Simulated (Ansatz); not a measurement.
TiC under changes of volume

One of the cells (10.158 Å³/atom); the others are scaled copies at fixed shape and fractional positions:

```
Ti C
1.0
     0.00000    2.16572    2.16572
     2.16572    0.00000    2.16572
     2.16572    2.16572    0.00000
Ti C
1 1
Direct
  0.00000 0.00000 0.00000
  0.50000 0.50000 0.50000
```

The cell is a database's computed one.

| Property | Result |
| --- | --- |
| Program | Ansatz 0.2.0 |
| Functional | HISS |
| Potentials or basis | Ansatz PAW |
| Cutoff | 420 eV (not typed: the program's choice for these potentials) |
| k mesh | 6 × 6 × 6 |
| Occupations | fermi-dirac, width 0.05 eV |
| Spin | no spin polarisation |

```tsv
volume (Å³/atom)	energy over the lowest point (meV/atom)	pressure (GPa)
9.548	11.24	11.0
9.752	1.52	4.3
9.955	0.00	-1.8
10.158	5.89	-7.3
10.361	18.38	-12.3
10.564	?	?
10.767	60.91	-20.9
```

Q: What does the run at 10.564 Å³/atom give?

A: Energy over the lowest point 36.96 meV/atom; pressure -16.8 GPa.

Worked out: A Birch-Murnaghan fit of order 3 (a polynomial in V^(-2/3)) to the other rows has its minimum at 9.89 Å³/atom with B0 = V·E''(V) = 292 GPa and B' = 3.9. It gives 36.93 meV/atom at 10.564 Å³/atom, against the run's 36.96, and -dE/dV = -16.9 GPa, against -16.8.

Energies are extrapolated to zero smearing.

Caveats: all runs use coarse meshes; the PAW data sets come from PBE, with cores solved anew for the run's functional, which leaves a small shift of forces and pressure; the thresholds are loose for stress.
